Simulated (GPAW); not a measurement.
# PbS (Galena) (Fm-3m) in GPAW: further runs

One crystal, PbS (Galena), is run at these levels: PBE; tasks: equation of state.

All numbers are computed with GPAW 26.7.0; they aren't measurements. Logs are shortened: lines on timing, memory, paths and dates and some standing lists are left out, and cuts for length are marked. The log counts tension as positive stress, the text compression.

**1. Starting point**

The structure is cubic, space group Fm-3m (No. 225). Conventional cell: a = 5.931 Å, b = 5.931 Å, c = 5.931 Å, α = 90.00°, β = 90.00°, γ = 90.00°. Pb (site symmetry m-3m) is surrounded by 6 S at 2.97 Å. Around S (site symmetry m-3m) lie 6 Pb at 2.97 Å.

**2. Equation of state, PBE**

Input file run.py:

```python
import spglib
from ase import Atoms
from ase.eos import EquationOfState
from ase.io import Trajectory, read
from ase.units import GPa
from gpaw import GPAW, PW, setup_paths

setup_paths.insert(0, '.')

atoms = read('PbS.cif')
cell, positions, numbers = spglib.find_primitive(
    (atoms.cell[:], atoms.get_scaled_positions(), atoms.numbers), symprec=1e-4)
atoms = Atoms(numbers, cell=cell, scaled_positions=positions, pbc=True)

traj = Trajectory('eos.traj', 'w')
volumes, energies = [], []
for x in [0.94, 0.96, 0.98, 1.0, 1.02, 1.04, 1.06]:
    a = atoms.copy()
    a.set_cell(atoms.cell * x**(1 / 3), scale_atoms=True)
    calc = GPAW(mode=PW(600),
                xc='PBE',
                kpts={'size': (6, 6, 6), 'gamma': True},
                occupations={'name': 'fermi-dirac', 'width': 0.05},
                nbands=19,
                convergence={'density': 1e-05, 'energy': 1e-05},
                maxiter=150,
                txt=f'eos-{x:.2f}.txt')
    a.calc = calc
    energies.append(a.get_potential_energy(force_consistent=True))
    volumes.append(a.get_volume())
    p = -a.get_stress()[:3].mean() / GPa
    calc.write(f'eos-{x:.2f}.gpw')
    traj.write(a)
    print(f'{x:.2f} {volumes[-1]:10.4f} A^3 {energies[-1]:14.6f} eV {p:9.3f} GPa', flush=True)

v0, e0, B = EquationOfState(volumes, energies, eos='birchmurnaghan').fit()
print(f'V0 = {v0:.4f} A^3, E0 = {e0:.6f} eV, B0 = {B / GPa:.2f} GPa')
```

Input file PbS.cif:

```cif
data_PbS
_cell_length_a 5.93150000
_cell_length_b 5.93150000
_cell_length_c 5.93150000
_cell_angle_alpha 90.00000000
_cell_angle_beta 90.00000000
_cell_angle_gamma 90.00000000
_space_group_name_H-M_alt 'Fm-3m'
_space_group_name_Hall '-F 4 2 3'
_space_group_IT_number 225
loop_
_space_group_symop_operation_xyz
'x,y,z'
'-x,-y,-z'
'-y,x,z'
'y,-x,-z'
'-x,-y,z'
'x,y,-z'
'y,-x,z'
'-y,x,-z'
'x,-y,-z'
'-x,y,z'
'-y,-x,-z'
'y,x,z'
'-x,y,-z'
'x,-y,z'
'y,x,-z'
'-y,-x,z'
'z,x,y'
'-z,-x,-y'
'z,-y,x'
'-z,y,-x'
'z,-x,-y'
'-z,x,y'
'z,y,-x'
'-z,-y,x'
'-z,x,-y'
'z,-x,y'
'-z,-y,-x'
'z,y,x'
'-z,-x,y'
'z,x,-y'
'-z,y,x'
'z,-y,-x'
'y,z,x'
'-y,-z,-x'
'x,z,-y'
'-x,-z,y'
'-y,z,-x'
'y,-z,x'
'-x,z,y'
'x,-z,-y'
'-y,-z,x'
'y,z,-x'
'-x,-z,-y'
'x,z,y'
'y,-z,-x'
'-y,z,x'
'x,-z,y'
'-x,z,-y'
'x,y+1/2,z+1/2'
'-x,-y+1/2,-z+1/2'
'-y,x+1/2,z+1/2'
'y,-x+1/2,-z+1/2'
[... 63 lines left out ...]
'-z+1/2,y,-x+1/2'
'z+1/2,-x,-y+1/2'
'-z+1/2,x,y+1/2'
'z+1/2,y,-x+1/2'
'-z+1/2,-y,x+1/2'
'-z+1/2,x,-y+1/2'
'z+1/2,-x,y+1/2'
'-z+1/2,-y,-x+1/2'
'z+1/2,y,x+1/2'
'-z+1/2,-x,y+1/2'
'z+1/2,x,-y+1/2'
'-z+1/2,y,x+1/2'
'z+1/2,-y,-x+1/2'
'y+1/2,z,x+1/2'
'-y+1/2,-z,-x+1/2'
'x+1/2,z,-y+1/2'
'-x+1/2,-z,y+1/2'
'-y+1/2,z,-x+1/2'
'y+1/2,-z,x+1/2'
'-x+1/2,z,y+1/2'
'x+1/2,-z,-y+1/2'
'-y+1/2,-z,x+1/2'
'y+1/2,z,-x+1/2'
'-x+1/2,-z,-y+1/2'
'x+1/2,z,y+1/2'
'y+1/2,-z,-x+1/2'
'-y+1/2,z,x+1/2'
'x+1/2,-z,y+1/2'
'-x+1/2,z,-y+1/2'
'x+1/2,y+1/2,z'
'-x+1/2,-y+1/2,-z'
'-y+1/2,x+1/2,z'
'y+1/2,-x+1/2,-z'
'-x+1/2,-y+1/2,z'
'x+1/2,y+1/2,-z'
'y+1/2,-x+1/2,z'
'-y+1/2,x+1/2,-z'
'x+1/2,-y+1/2,-z'
'-x+1/2,y+1/2,z'
'-y+1/2,-x+1/2,-z'
'y+1/2,x+1/2,z'
'-x+1/2,y+1/2,-z'
'x+1/2,-y+1/2,z'
'y+1/2,x+1/2,-z'
'-y+1/2,-x+1/2,z'
'z+1/2,x+1/2,y'
'-z+1/2,-x+1/2,-y'
'z+1/2,-y+1/2,x'
'-z+1/2,y+1/2,-x'
'z+1/2,-x+1/2,-y'
'-z+1/2,x+1/2,y'
'z+1/2,y+1/2,-x'
'-z+1/2,-y+1/2,x'
'-z+1/2,x+1/2,-y'
'z+1/2,-x+1/2,y'
'-z+1/2,-y+1/2,-x'
'z+1/2,y+1/2,x'
'-z+1/2,-x+1/2,y'
'z+1/2,x+1/2,-y'
'-z+1/2,y+1/2,x'
'z+1/2,-y+1/2,-x'
'y+1/2,z+1/2,x'
'-y+1/2,-z+1/2,-x'
'x+1/2,z+1/2,-y'
'-x+1/2,-z+1/2,y'
'-y+1/2,z+1/2,-x'
'y+1/2,-z+1/2,x'
'-x+1/2,z+1/2,y'
'x+1/2,-z+1/2,-y'
'-y+1/2,-z+1/2,x'
'y+1/2,z+1/2,-x'
'-x+1/2,-z+1/2,-y'
'x+1/2,z+1/2,y'
'y+1/2,-z+1/2,-x'
'-y+1/2,z+1/2,x'
'x+1/2,-z+1/2,y'
'-x+1/2,z+1/2,-y'
loop_
_atom_site_label
_atom_site_type_symbol
_atom_site_symmetry_multiplicity
_atom_site_Wyckoff_symbol
_atom_site_fract_x
_atom_site_fract_y
_atom_site_fract_z
_atom_site_occupancy
Pb1 Pb 4 a 0.0000000000 0.0000000000 0.0000000000 1
S1 S 4 b 0.5000000000 0.0000000000 0.0000000000 1
```

Potentials or basis: PAW data sets generated in the run's folder for this functional, pw.

Launch:

```sh
$ gpaw-setup -f PBE Pb S
$ OMP_NUM_THREADS=1 python run.py
```

The log of the run:

```text
__  _  _
 | _ |_)|_||  |
 |__||  | ||/\| - 26.7.0

Input parameters:
  mode=PW(ecut=600.0),
  convergence={'density': 1e-05, 'energy': 1e-05},
  kpts=MonkhorstPack(size=(6, 6, 6), gamma=True),
  maxiter=150,
  nbands=19,
  occupations=Occupations(name='fermi-dirac', width=0.05),
  xc=XC(name='PBE')

Diagonalizing LCAO Hamiltonian
Converting LCAO to pw mode

                S

       Pb

Atoms  # Å, Bohr magnetons
|   | symbol |        x |        y |        z |    initial magnetic moments |
|---|--------|----------|----------|----------|-----------------------------|
| 0 |     Pb | 0.000000 | 0.000000 | 0.000000 | ( 0.0000,  0.0000,  0.0000) |
| 1 |      S | 2.925667 | 2.925667 | 2.925667 | ( 0.0000,  0.0000,  0.0000) |

Unit cell  # Å
| periodic |        x |        y |        z |  lengths |    angles |
|----------|----------|----------|----------|----------|-----------|
|      yes | 0.000000 | 2.925667 | 2.925667 | 4.137518 | 60.000000 |
|      yes | 2.925667 | 0.000000 | 2.925667 | 4.137518 | 60.000000 |
|      yes | 2.925667 | 2.925667 | 0.000000 | 4.137518 | 60.000000 |

Number of symmetries: 48
Symmetry operations  # r_c * U_cc + t_c -> r_c
|    | kind |            matrix            |
|----|------|------------------------------|
|  0 |  σ   |  1, 0, 0,  1, 0,-1,  1,-1, 0 |
|  1 |  C2  |  1, 0, 0,  1,-1, 0,  1, 0,-1 |
|  2 |  E   |  1, 0, 0,  0, 1, 0,  0, 0, 1 |
|  3 |  σ   |  1, 0, 0,  0, 0, 1,  0, 1, 0 |
|  4 |  C4  |  1, 0,-1,  1, 0, 0,  1,-1, 0 |
|  5 |  S6  |  1, 0,-1,  1,-1, 0,  1, 0, 0 |
|  6 |  σ   |  1, 0,-1,  0, 1,-1,  0, 0,-1 |
|  7 |  C3  |  1, 0,-1,  0, 0,-1,  0, 1,-1 |
|  8 |  S6  |  1,-1, 0,  1, 0, 0,  1, 0,-1 |
|  9 |  C4  |  1,-1, 0,  1, 0,-1,  1, 0, 0 |
| 10 |  C3  |  1,-1, 0,  0,-1, 1,  0,-1, 0 |
| 11 |  σ   |  1,-1, 0,  0,-1, 0,  0,-1, 1 |
| 12 |  σ   |  0, 1, 0,  1, 0, 0,  0, 0, 1 |
| 13 |  C4  |  0, 1, 0,  0, 1,-1, -1, 1, 0 |
| 14 |  C3  |  0, 1, 0,  0, 0, 1,  1, 0, 0 |
| 15 |  S6  |  0, 1, 0, -1, 1, 0,  0, 1,-1 |
| 16 |  C2  |  0, 1,-1,  1, 0,-1,  0, 0,-1 |
| 17 |  σ   |  0, 1,-1,  0, 1, 0, -1, 1, 0 |
| 18 |  S4  |  0, 1,-1,  0, 0,-1,  1, 0,-1 |
| 19 |  C4  |  0, 1,-1, -1, 1, 0,  0, 1, 0 |
| 20 |  C3  |  0, 0, 1,  1, 0, 0,  0, 1, 0 |
| 21 |  σ   |  0, 0, 1,  0, 1, 0,  1, 0, 0 |
| 22 |  S6  |  0, 0, 1,  0,-1, 1, -1, 0, 1 |
| 23 |  C4  |  0, 0, 1, -1, 0, 1,  0,-1, 1 |
| 24 |  S4  |  0, 0,-1,  1, 0,-1,  0, 1,-1 |
| 25 |  C3  |  0, 0,-1,  0, 1,-1,  1, 0,-1 |
| 26 |  C2  |  0, 0,-1,  0,-1, 0, -1, 0, 0 |
| 27 |  S6  |  0, 0,-1, -1, 0, 0,  0,-1, 0 |
| 28 |  S4  |  0,-1, 1,  1,-1, 0,  0,-1, 0 |
| 29 |  C4  |  0,-1, 1,  0, 0, 1, -1, 0, 1 |
| 30 |  C2  |  0,-1, 1,  0,-1, 0,  1,-1, 0 |
| 31 |  σ   |  0,-1, 1, -1, 0, 1,  0, 0, 1 |
| 32 |  C3  |  0,-1, 0,  1,-1, 0,  0,-1, 1 |
| 33 |  S6  |  0,-1, 0,  0, 0,-1, -1, 0, 0 |
| 34 |  S4  |  0,-1, 0,  0,-1, 1,  1,-1, 0 |
| 35 |  C2  |  0,-1, 0, -1, 0, 0,  0, 0,-1 |
| 36 |  C2  | -1, 1, 0,  0, 1, 0,  0, 1,-1 |
| 37 |  S6  | -1, 1, 0,  0, 1,-1,  0, 1, 0 |
| 38 |  S4  | -1, 1, 0, -1, 0, 1, -1, 0, 0 |
| 39 |  C3  | -1, 1, 0, -1, 0, 0, -1, 0, 1 |
| 40 |  S6  | -1, 0, 1,  0, 0, 1,  0,-1, 1 |
| 41 |  C2  | -1, 0, 1,  0,-1, 1,  0, 0, 1 |
| 42 |  C3  | -1, 0, 1, -1, 1, 0, -1, 0, 0 |
| 43 |  S4  | -1, 0, 1, -1, 0, 0, -1, 1, 0 |
| 44 |  C2  | -1, 0, 0,  0, 0,-1,  0,-1, 0 |
| 45 |  i   | -1, 0, 0,  0,-1, 0,  0, 0,-1 |
| 46 |  σ   | -1, 0, 0, -1, 1, 0, -1, 0, 1 |
| 47 |  C2  | -1, 0, 0, -1, 0, 1, -1, 1, 0 |

BZ-sampling:
  Number of BZ points: 216
  Number of IBZ points: 16

  Monkhorst-Pack size: [6, 6, 6]
  Monkhorst-Pack shift: [0.08333333333333333, 0.08333333333333333, 0.08333333333333333]

K-points  # in reciprocal-cell coordinates
|     |                                coordinates |     weight |
|-----|--------------------------------------------|------------|
|   0 | (  0.00000000,   0.00000000,   0.00000000) | 0.00462963 |
|   1 | (  0.16666667,   0.16666667,   0.00000000) | 0.02777778 |
|   2 | (  0.16666667,   0.16666667,   0.16666667) | 0.03703704 |
|   3 | (  0.33333333,   0.16666667,   0.16666667) | 0.05555556 |
|   4 | (  0.33333333,   0.33333333,  -0.33333333) | 0.05555556 |
|   5 | (  0.33333333,   0.33333333,   0.00000000) | 0.02777778 |
|   6 | (  0.33333333,   0.33333333,   0.16666667) | 0.11111111 |
|   7 | (  0.33333333,   0.33333333,   0.33333333) | 0.03703704 |
|   8 | (  0.50000000,   0.33333333,  -0.33333333) | 0.11111111 |
|   9 | (  0.50000000,   0.33333333,  -0.16666667) | 0.05555556 |
| ... |                                            |            |
|  15 | (  0.50000000,   0.50000000,   0.50000000) | 0.01851852 |

Plane wave coefficients: 1687
Cutoff: 600.0 eV

Spin-components: 1 (collinear spins)
Bands:           19
Projectors:      11
Spin-degeneracy: 2
Datatype:        complex128

Density:
  Valence electrons: 20.0
  Components: 1
  Grid points: [24 24 24]
  Charge: 0.0  # |e|

Potential:
  Grid points: [24 24 24]

species:
  Pb:
    name:    Lead
    Z:       82.0
    valence: 14
    core:    68
    charge:  0.0  # [|e|]
    compensation charges:
      type: gauss
      rc: 0.38  # [Å]
      lmax: 2
    cutoffs:
      filter: 2.36  # [Å]
      core: 2.43  # [Å]
    projectors
    | kind |    occ | energy [eV] | rcut [Å] |
    |------|--------|-------------|----------|
    |   6s |  2.000 |     -11.969 |    1.259 |
    |   6p |  2.000 |      -3.506 |    1.275 |
    |   5d | 10.000 |     -21.211 |    1.217 |
    |    s |        |      15.243 |    1.259 |
    |    p |        |      23.705 |    1.275 |
    |    d |        |       6.001 |    1.217 |

    Using partial waves for Pb as LCAO basis

  S:
    name:    Sulfur
    Z:       16.0
    valence: 6
    core:    10
    charge:  0.0  # [|e|]
    compensation charges:
      type: gauss
      rc: 0.24  # [Å]
      lmax: 2
    cutoffs:
      filter: 1.77  # [Å]
      core: 1.66  # [Å]
    projectors
    | kind |    occ | energy [eV] | rcut [Å] |
    |------|--------|-------------|----------|
    |   3s |  2.000 |     -17.254 |    0.974 |
    |   3p |  4.000 |      -7.008 |    0.979 |
    |    s |        |       9.957 |    0.974 |
    |    p |        |      20.203 |    0.979 |
    |    d |        |       0.000 |    0.900 |

    Using partial waves for S as LCAO basis

Reference energy: -578132.086448  # eV

eigensolver:
  PPCG
  Converge bands: occupied
  niter=2

density mixing:
  MSR1-Mixer
  Pratt-step length: 0.05
  Maximum mixing coefficient: 0.75
  Old densities: 10
  SVD Regularization: 0.005
  Good broyden scale: 1.0
  Trust region scale: 1.0
  Backstep threshold: 4.0
  History deletion threshold: 6.0
  Fourier metric: weight=20.0, sigma=0.015

occupation numbers:
  Fermi-Dirac:
    width: 0.0500  # eV

poisson solver:
  ecut: 4800.0  # eV

xc functional:
  name: PBE with 2 nearest neighbor stencil

convergence criteria:
- Maximum integral of absolute [dens]ity change: 1e-05 electrons / valence electron
- Maximum [total energy] change in last 3 cyles: 1e-05 eV / valence electron
- Maximum integral of absolute [eigenst]ate change: 4e-08 eV^2 / valence electron
maximum number of iterations: 150

SCF iterations
|iter     | |      energy | eigst |  dens |
|---------|-|-------------|-------|-------|
|iter:   1| |   -9.325148 | -0.11 |       |
|iter:   2| |   -9.227345 | -1.91 | -1.18 |
|iter:   3| |   -8.924263 | -1.68 | -1.23 |
|iter:   4| |   -8.926260 | -3.75 | -1.84 |
|iter:   5| |   -8.927236 | -4.21 | -2.19 |
|iter:   6| |   -8.927275 | -5.56 | -3.20 |
|iter:   7| |   -8.927282c| -6.59 | -3.67 |
|iter:   8| |   -8.927282c| -7.66c| -4.49 |
|iter:   9| |   -8.927282c| -7.73c| -5.20c|

Converged in 9 steps
Energy contributions relative to reference atoms: (reference = -578132.086448)

Energy contributions:
  Kinetic:          21.602112
  Coulomb:         -21.350418
  Zero:              0.045026
  External:          0.000000
  Xc:               -9.223114
  Entropy:          -0.001776
  Spinorbit:         0.000000
  ----------------------------
  Free energy:      -8.928170
  Extrapolated:     -8.927282

dipole moment: (-24.741190, -24.741190, -24.741190)  # |e|*Ang

Fermi level: 6.962
Eigenvalues  # (at kpt = [0.000, 0.000, 0.000])
| band index |      eig [eV] | occ [0-2] |
|------------|---------------|-----------|
|          0 |       -10.088 |     2.000 |
|        ... |               |           |
|          2 |       -10.088 |     2.000 |
|          3 |       -10.080 |     2.000 |
|          4 |       -10.080 |     2.000 |
|          5 |        -7.177 |     2.000 |
|          6 |         0.898 |     2.000 |
|          7 |         4.402 |     2.000 |
[... 9 lines left out ...]
|         17 |        15.823 |     0.000 |
|         18 |        15.823 |     0.000 |

Gap: 0.148 eV
Transition (v -> c):
  (s=0, k=15, n=9, [0.50, 0.50, 0.50]) -> (s=0, k=15, n=10, [0.50, 0.50, 0.50])
No difference between direct/indirect transitions

Stress tensor  # eV/Ang^3
|         x |         y |         z |
|-----------|-----------|-----------|
| -0.028743 | -0.000000 |  0.000000 |
| -0.000000 | -0.028743 |  0.000000 |
|  0.000000 |  0.000000 | -0.028743 |

# Writing to eos-0.96.gpw (mode='')
```

Run time: 61 s. Hardware: 1 thread of Arm Neoverse V2, shared host; peak memory 0.23 GiB.

Results:

```yaml
Equilibrium_volume: 27.02 Å³/atom
Bulk_modulus: 53 GPa
Pressure_derivative_of_the_bulk_modulus: "3.7 (rough: it moves with the points fitted)"
```

Energy against volume, from the lowest point:
```
volume (Å³/atom)  energy (meV/atom)
          24.521              44.44
          25.042              26.92
          25.564              14.07
          26.086               5.54
          26.607               0.96
          27.129               0.00
          27.651               2.24
```

**3. Equation of state, PBE**

run.py: that of step 2 with these lines changed.

```diff
@@ -1,3 +1 @@
-import spglib
-from ase import Atoms
 from ase.eos import EquationOfState
@@ -5,10 +3,5 @@
 from ase.units import GPa
-from gpaw import GPAW, PW, setup_paths
-
-setup_paths.insert(0, '.')
+from gpaw import GPAW, PW
 
 atoms = read('PbS.cif')
-cell, positions, numbers = spglib.find_primitive(
-    (atoms.cell[:], atoms.get_scaled_positions(), atoms.numbers), symprec=1e-4)
-atoms = Atoms(numbers, cell=cell, scaled_positions=positions, pbc=True)
 
@@ -23,3 +16,4 @@
                 occupations={'name': 'fermi-dirac', 'width': 0.05},
-                nbands=19,
+                setups={'S': 'v3'},
+                nbands=-9,
                 convergence={'density': 1e-05, 'energy': 1e-05},
```

Input file PbS.cif:

```cif
data_PbS
_cell_length_a 4.19420387
_cell_length_b 4.19420387
_cell_length_c 4.19420387
_cell_angle_alpha 60.00000000
_cell_angle_beta 60.00000000
_cell_angle_gamma 60.00000000
_space_group_name_H-M_alt 'P1'
_space_group_name_Hall 'P 1'
_space_group_IT_number 1
loop_
_space_group_symop_operation_xyz
'x,y,z'
loop_
_atom_site_label
_atom_site_type_symbol
_atom_site_symmetry_multiplicity
_atom_site_Wyckoff_symbol
_atom_site_fract_x
_atom_site_fract_y
_atom_site_fract_z
_atom_site_occupancy
Pb1 Pb 1 a 0.0000000000 0.0000000000 0.0000000000 1
S1 S 1 a 0.5000000000 0.5000000000 0.5000000000 1
```

Potentials or basis: GPAW PAW data sets (gpaw-data 1.2.1), newer versions, pw.

Launch:

```sh
$ OMP_NUM_THREADS=1 python run.py
```

The log of the run:

```text
__  _  _
 | _ |_)|_||  |
 |__||  | ||/\| - 26.7.0

Input parameters:
  mode=PW(ecut=600.0),
  convergence={'density': 1e-05, 'energy': 1e-05},
  kpts=MonkhorstPack(size=(6, 6, 6), gamma=True),
  maxiter=150,
  nbands=-9,
  occupations=Occupations(name='fermi-dirac', width=0.05),
  setups={'S': 'v3'},
  xc=XC(name='PBE')

Diagonalizing LCAO Hamiltonian
Converting LCAO to pw mode

                   S

       Pb

Atoms  # Å, Bohr magnetons
|   | symbol |        x |        y |        z |    initial magnetic moments |
|---|--------|----------|----------|----------|-----------------------------|
| 0 |     Pb | 0.000000 | 0.000000 | 0.000000 | ( 0.0000,  0.0000,  0.0000) |
| 1 |      S | 4.137518 | 2.388797 | 1.689135 | ( 0.0000,  0.0000,  0.0000) |

Unit cell  # Å
| periodic |        x |        y |        z |  lengths |    angles |
|----------|----------|----------|----------|----------|-----------|
|      yes | 4.137518 | 0.000000 | 0.000000 | 4.137518 | 60.000000 |
|      yes | 2.068759 | 3.583196 | 0.000000 | 4.137518 | 60.000000 |
[... 191 lines left out ...]
|iter:   8| |   -8.902651c| -7.67c| -4.43 |
|iter:   9| |   -8.902651c| -7.87c| -5.11c|

Converged in 9 steps
Energy contributions relative to reference atoms: (reference = -578132.984529)

Energy contributions:
  Kinetic:          21.702564
  Coulomb:         -21.298617
  Zero:             -0.074794
  External:          0.000000
  Xc:               -9.230925
  Entropy:          -0.001758
  Spinorbit:         0.000000
  ----------------------------
  Free energy:      -8.903530
  Extrapolated:     -8.902651

dipole moment: (-34.989416, -20.201149, -14.284369)  # |e|*Ang

Fermi level: 6.933
Eigenvalues  # (at kpt = [0.000, 0.000, 0.000])
| band index |      eig [eV] | occ [0-2] |
|------------|---------------|-----------|
|          0 |       -10.117 |     2.000 |
|        ... |               |           |
|          2 |       -10.117 |     2.000 |
|          3 |       -10.109 |     2.000 |
|          4 |       -10.109 |     2.000 |
|          5 |        -7.202 |     2.000 |
|          6 |         0.873 |     2.000 |
|          7 |         4.372 |     2.000 |
[... 9 lines left out ...]
|         17 |        15.794 |     0.000 |
|         18 |        15.794 |     0.000 |

Gap: 0.150 eV
Transition (v -> c):
  (s=0, k=15, n=9, [0.50, 0.50, 0.50]) -> (s=0, k=15, n=10, [0.50, 0.50, 0.50])
No difference between direct/indirect transitions

Stress tensor  # eV/Ang^3
|         x |         y |         z |
|-----------|-----------|-----------|
| -0.028951 |  0.000000 |  0.000000 |
|  0.000000 | -0.028951 |  0.000000 |
|  0.000000 |  0.000000 | -0.028951 |

# Writing to eos-0.96.gpw (mode='')
```

Wall time 63 s (1 thread of Arm Neoverse V2, shared host); peak memory 0.26 GiB.

Results:

* Equilibrium volume: 27.02 Å³/atom
* Bulk modulus: 53 GPa
* Pressure derivative of the bulk modulus: 3.7 (rough: it moves with the points fitted)

Energy against volume, from the lowest point:
```csv
volume (Å³/atom),energy (meV/atom)
24.521,44.38
25.042,26.87
25.564,14.03
26.086,5.52
26.607,0.95
27.129,0.00
27.651,2.27
```

Spin-orbit coupling is left out, which matters for the levels of Pb. PBE usually gives volumes a little too large and moduli too small.

**4. The reference run**

An earlier run on the cell as given: functional PBE; potentials or basis GPAW PAW data sets (gpaw-data 1.2.1); cutoff 600 eV; basis pw; k mesh 8 × 8 × 8; occupations fermi-dirac, width 0.05 eV; no spin polarisation.

- Pressure: 2.0 GPa
- Band gap on the k mesh: 0.31 eV, direct

**5. Overview**

```csv
task,potentials or basis,k mesh,data set,V0 of scaled cells (Å³/atom),B0 (GPa)
equation of state,"PAW data sets generated in the run's folder for this functional, pw",6 × 6 × 6,-,27.02,53
equation of state,"GPAW PAW data sets (gpaw-data 1.2.1), newer versions, pw",6 × 6 × 6,S v3,27.02,53
single point,"GPAW PAW data sets (gpaw-data 1.2.1), pw",8 × 8 × 8,-,-,-
```

Alike in all rows: level PBE; no spin polarisation; cell as given; cutoff (eV) 600; smearing fermi-dirac 0.05 eV.

Caveats: spin-orbit coupling is left out, which as a rule narrows the gap of such compounds by several tenths of an eV (some runs).

Total energies depend on the potentials used, so only differences within one code and one set of settings carry meaning.
